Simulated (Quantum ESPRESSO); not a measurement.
# W (Im-3m) in Quantum ESPRESSO: convergence with k mesh

Aim: find how far k mesh must go before the results for W settle, at PBE. This setting moves, with any that are tied to it; all else stays.

Program: Quantum ESPRESSO 7.5. These are calculated values, not measurements. Logs are shortened: lines on timing, memory, paths and dates and some standing lists are left out, and cuts for length are marked.

## (1) Starting point

The structure is cubic, space group Im-3m (No. 229). Conventional cell: a = 3.165 Å, b = 3.165 Å, c = 3.165 Å, α = 90.00°, β = 90.00°, γ = 90.00°. W (site symmetry m-3m) has 8 W at 2.74 Å as nearest neighbours.

## (2) With k mesh 2 × 2 × 2

pw.in reads:

```
&CONTROL
  calculation = 'scf'
  prefix = 'pwscf'
  outdir = './tmp'
  pseudo_dir = './pseudo'
  tprnfor = .true.
  tstress = .true.
  disk_io = 'nowf'
/
&SYSTEM
  ibrav = 0
  nat = 1
  ntyp = 1
  ecutwfc = 74
  nbnd = 13
  occupations = 'smearing'
  smearing = 'gaussian'
  degauss = 0.00999582
/
&ELECTRONS
  conv_thr = 2d-10
  electron_maxstep = 120
  mixing_beta = 0.5
/
ATOMIC_SPECIES
W    183.8400 W.upf
CELL_PARAMETERS angstrom
  -1.5823450000    1.5823450000    1.5823450000
   1.5823450000   -1.5823450000    1.5823450000
   1.5823450000    1.5823450000   -1.5823450000
ATOMIC_POSITIONS crystal
W      0.0000000000    0.0000000000    0.0000000000
K_POINTS automatic
2 2 2 0 0 0
```

Potentials or basis: PseudoDojo 0.4 SR PBE stringent.

The run is started by

```
OMP_NUM_THREADS=1 pw.x -in pw.in > pw.out
```

Wall time 1.1 s (1 thread of AMD EPYC 7B13 (Zen 3), shared host); peak memory 0.05 GiB.

Results:

```
Free energy : -2063.3638 eV
Pressure    : 18.5 GPa
```

## (3) With k mesh 4 × 4 × 4

Changes to pw.in since step 2:

```diff
@@ -33,2 +33,2 @@
 K_POINTS automatic
-2 2 2 0 0 0
+4 4 4 0 0 0
```

Potentials or basis: PseudoDojo 0.4 SR PBE stringent.

The run is started by

```
OMP_NUM_THREADS=1 pw.x -in pw.in > pw.out
```

Run time: 1.8 s. Hardware: 1 thread of AMD EPYC 7B13 (Zen 3), shared host; peak memory 0.05 GiB.

What came out:

```
Free energy            : -2063.9043 eV
Pressure               : 4.7 GPa
Band gap on the k mesh : none (metal or under the smearing width)
```

## (4) With k mesh 5 × 5 × 5

Changes to pw.in since step 3:

```diff
@@ -33,2 +33,2 @@
 K_POINTS automatic
-4 4 4 0 0 0
+5 5 5 0 0 0
```

The run is started by

```
OMP_NUM_THREADS=1 pw.x -in pw.in > pw.out
```

Run time: 2.1 s. Hardware: 1 thread of AMD EPYC 7B13 (Zen 3), shared host; peak memory 0.05 GiB.

What came out:

* Free energy: -2064.1098 eV
* Pressure: 5.5 GPa
* Band gap on the k mesh: none (metal or under the smearing width)

## (5) With k mesh 7 × 7 × 7

Changes to pw.in since step 4:

```diff
@@ -33,2 +33,2 @@
 K_POINTS automatic
-5 5 5 0 0 0
+7 7 7 0 0 0
```

The run is started by

```
OMP_NUM_THREADS=1 pw.x -in pw.in > pw.out
```

Wall time 3.3 s (1 thread of AMD EPYC 7B13 (Zen 3), shared host); peak memory 0.05 GiB.

What came out:

- Free energy: -2063.9948 eV
- Pressure: 6.7 GPa
- Band gap on the k mesh: none (metal or under the smearing width)

## (6) With k mesh 9 × 9 × 9

Changes to pw.in since step 5:

```diff
@@ -33,2 +33,2 @@
 K_POINTS automatic
-7 7 7 0 0 0
+9 9 9 0 0 0
```

Potentials or basis: PseudoDojo 0.4 SR PBE stringent.

The run is started by

```
OMP_NUM_THREADS=1 pw.x -in pw.in > pw.out
```

It took 5.4 s on 1 thread of AMD EPYC 7B13 (Zen 3), shared host; peak memory 0.05 GiB.

Results (log left out):

| Item | Value |
| --- | --- |
| Free energy | -2064.0753 eV |
| Pressure | 5.5 GPa |
| Band gap on the k mesh | none (metal or under the smearing width) |

## (7) With k mesh 11 × 11 × 11

Changes to pw.in since step 6:

```diff
@@ -33,2 +33,2 @@
 K_POINTS automatic
-9 9 9 0 0 0
+11 11 11 0 0 0
```

The run is started by

```
OMP_NUM_THREADS=1 pw.x -in pw.in > pw.out
```

It took 8.4 s on 1 thread of AMD EPYC 7B13 (Zen 3), shared host; peak memory 0.05 GiB.

Results (log left out):

```
Free energy            : -2064.0410 eV
Pressure               : 6.0 GPa
Band gap on the k mesh : none (metal or under the smearing width)
```

## (8) With k mesh 12 × 12 × 12

Changes to pw.in since step 7:

```diff
@@ -33,2 +33,2 @@
 K_POINTS automatic
-11 11 11 0 0 0
+12 12 12 0 0 0
```

The run is started by

```
OMP_NUM_THREADS=1 pw.x -in pw.in > pw.out
```

Run time: 11 s. Hardware: 1 thread of AMD EPYC 7B13 (Zen 3), shared host; peak memory 0.06 GiB.

The run converged. Its results:

| Property | Result |
| --- | --- |
| Free energy | -2064.0618 eV |
| Pressure | 5.9 GPa |
| Band gap on the k mesh | none (metal or under the smearing width) |

## (9) With k mesh 14 × 14 × 14

Changes to pw.in since step 8:

```diff
@@ -33,2 +33,2 @@
 K_POINTS automatic
-12 12 12 0 0 0
+14 14 14 0 0 0
```

Potentials or basis: PseudoDojo 0.4 SR PBE stringent.

The run is started by

```
OMP_NUM_THREADS=1 pw.x -in pw.in > pw.out
```

Run time: 16 s. Hardware: 1 thread of AMD EPYC 7B13 (Zen 3), shared host; peak memory 0.06 GiB.

It converged, with:

```yaml
Free_energy: -2064.0544 eV
Pressure: 6.1 GPa
Band_gap_on_the_k_mesh: none (metal or under the smearing width)
```

## (10) With k mesh 17 × 17 × 17

Changes to pw.in since step 9:

```diff
@@ -33,2 +33,2 @@
 K_POINTS automatic
-14 14 14 0 0 0
+17 17 17 0 0 0
```

Potentials or basis: PseudoDojo 0.4 SR PBE stringent.

The run is started by

```
OMP_NUM_THREADS=1 pw.x -in pw.in > pw.out
```

pw.out:

```text
This program is part of the open-source Quantum ESPRESSO suite
     for quantum simulation of materials; please cite
[... 9 lines left out ...]
     --------------------
     sticks:   dense  smooth     PW     G-vecs:    dense   smooth      PW
     Sum         603     603    197                 9213     9213    1721

     Using Slab Decomposition

     bravais-lattice index     =            0
     lattice parameter (alat)  =       5.1792  a.u.
     unit-cell volume          =     106.9449 (a.u.)^3
     number of atoms/cell      =            1
     number of atomic types    =            1
     number of electrons       =        14.00
     number of Kohn-Sham states=           13
     kinetic-energy cutoff     =      74.0000  Ry
     charge density cutoff     =     296.0000  Ry
     scf convergence threshold =      2.0E-10
     mixing beta               =       0.5000
     number of iterations used =            8  plain     mixing
     Exchange-correlation= PBE
                           (   1   4   3   4   0   0   0)

     celldm(1)=   5.179176  celldm(2)=   0.000000  celldm(3)=   0.000000
     celldm(4)=   0.000000  celldm(5)=   0.000000  celldm(6)=   0.000000

     crystal axes: (cart. coord. in units of alat)
               a(1) = (  -0.577350   0.577350   0.577350 )
               a(2) = (   0.577350  -0.577350   0.577350 )
               a(3) = (   0.577350   0.577350  -0.577350 )

     reciprocal axes: (cart. coord. in units 2 pi/alat)
               b(1) = ( -0.000000  0.866025  0.866025 )
               b(2) = (  0.866025 -0.000000  0.866025 )
               b(3) = (  0.866025  0.866025  0.000000 )

     PseudoPot. # 1 for W  read from file:
     W.upf
     Pseudo is Norm-conserving + core correction, Zval = 14.0
     Generated using ONCVPSP code by D. R. Hamann
     Using radial grid of 1396 points,  8 beta functions with:
                l(1) =   0
                l(2) =   0
                l(3) =   1
                l(4) =   1
                l(5) =   2
                l(6) =   2
                l(7) =   3
                l(8) =   3

     atomic species   valence    mass     pseudopotential
     W                14.00   183.84000     W ( 1.00)

     48 Sym. Ops., with inversion, found

   Cartesian axes

     site n.     atom                  positions (alat units)
         1        W      tau(   1) = (   0.0000000   0.0000000   0.0000000  )

     number of k points=   165  Gaussian smearing, width (Ry)=  0.0100

     Number of k-points >= 100: set verbosity='high' to print them.

     Dense  grid:     9213 G-vectors     FFT dimensions: (  30,  30,  30)

     Initial potential from superposition of free atoms

     starting charge      13.9995, renormalised to      14.0000
     Starting wfcs are   10 randomized atomic wfcs +    3 random wfcs

     Self-consistent Calculation

     iteration #  1     ecut=    74.00 Ry     beta= 0.50
     Davidson diagonalization with overlap
     ethr =  1.00E-02,  avg # of iterations =  4.7

     Threshold (ethr) on eigenvalues was too large:
     Diagonalizing with lowered threshold

     Davidson diagonalization with overlap
     ethr =  2.60E-04,  avg # of iterations =  2.1

     total energy              =    -151.70199211 Ry
     estimated scf accuracy    <       0.03761909 Ry

     iteration #  2     ecut=    74.00 Ry     beta= 0.50
     Davidson diagonalization with overlap
     ethr =  2.69E-04,  avg # of iterations =  1.7

     total energy              =    -151.70539243 Ry
     estimated scf accuracy    <       0.00286320 Ry

     iteration #  3     ecut=    74.00 Ry     beta= 0.50
     Davidson diagonalization with overlap
     ethr =  2.05E-05,  avg # of iterations =  2.8

     total energy              =    -151.70566725 Ry
     estimated scf accuracy    <       0.00025749 Ry

     iteration #  4     ecut=    74.00 Ry     beta= 0.50
     Davidson diagonalization with overlap
     ethr =  1.84E-06,  avg # of iterations =  3.2

     total energy              =    -151.70568041 Ry
     estimated scf accuracy    <       0.00000166 Ry

     iteration #  5     ecut=    74.00 Ry     beta= 0.50
     Davidson diagonalization with overlap
     ethr =  1.18E-08,  avg # of iterations =  3.8

     total energy              =    -151.70568199 Ry
     estimated scf accuracy    <       0.00000023 Ry

     iteration #  6     ecut=    74.00 Ry     beta= 0.50
     Davidson diagonalization with overlap
     ethr =  1.62E-09,  avg # of iterations =  2.0

     total energy              =    -151.70568203 Ry
     estimated scf accuracy    <          2.5E-09 Ry

     iteration #  7     ecut=    74.00 Ry     beta= 0.50
     Davidson diagonalization with overlap
     ethr =  1.82E-11,  avg # of iterations =  3.2

     total energy              =    -151.70568203 Ry
     estimated scf accuracy    <          1.0E-09 Ry

     iteration #  8     ecut=    74.00 Ry     beta= 0.50
     Davidson diagonalization with overlap
     ethr =  7.29E-12,  avg # of iterations =  2.0

     End of self-consistent calculation

     Number of k-points >= 100: set verbosity='high' to print the bands.

     the Fermi energy is    22.5862 ev

!    total energy              =    -151.70568203 Ry
     estimated scf accuracy    <          2.5E-11 Ry
     smearing contrib. (-TS)   =      -0.00036897 Ry
     internal energy E=F+TS    =    -151.70531306 Ry

     The total energy is F=E-TS. E is the sum of the following terms:
     one-electron contribution =     -15.29125037 Ry
     hartree contribution      =      16.02088671 Ry
     xc contribution           =     -33.16365152 Ry
     ewald contribution        =    -119.27129788 Ry

     convergence has been achieved in   8 iterations

     Forces acting on atoms (cartesian axes, Ry/au):

     atom    1 type  1   force =     0.00000000    0.00000000    0.00000000

     Total force =     0.000000     Total SCF correction =     0.000000

     Computing stress (Cartesian axis) and pressure

          total   stress  (Ry/bohr**3)                   (kbar)     P=       57.77
   0.00039270  -0.00000000  -0.00000000           57.77       -0.00       -0.00
  -0.00000000   0.00039270  -0.00000000           -0.00       57.77       -0.00
  -0.00000000  -0.00000000   0.00039270           -0.00       -0.00       57.77

=------------------------------------------------------------------------------=
   JOB DONE.
=------------------------------------------------------------------------------=
```

Wall time 24 s (1 thread of AMD EPYC 7B13 (Zen 3), shared host); peak memory 0.08 GiB.

Results:

```
Free energy            : -2064.0610 eV
Pressure               : 5.8 GPa
Band gap on the k mesh : none (metal or under the smearing width)
```

## (11) Result

```
      k mesh  energy less the tightest run, at zero smearing (meV/atom)  pressure (GPa)  SCF cycles  CPU time (s)  peak memory (GiB)
   2 × 2 × 2                                                     694.66           18.52           8           1.1               0.05
   4 × 4 × 4                                                     154.23            4.65           8           1.7               0.05
   5 × 5 × 5                                                     -49.97            5.54           8           2.1               0.05
   7 × 7 × 7                                                      69.45            6.71           8           3.3               0.05
   9 × 9 × 9                                                     -12.21            5.46           8           5.4               0.05
11 × 11 × 11                                                      21.07            5.99           8           8.4               0.05
12 × 12 × 12                                                      -0.70            5.90           8            11               0.06
14 × 14 × 14                                                       7.62            6.06           8            16               0.06
17 × 17 × 17                                                       0.00            5.78           8            24               0.08
```

Not settled before the last step: the energy (to 1 meV/atom), the pressure (to 0.1 GPa). Meshes of other sizes hit other points, so gaps and Fermi surfaces needn't settle smoothly. The tightest run that finished is the yardstick and may itself not be fully converged.
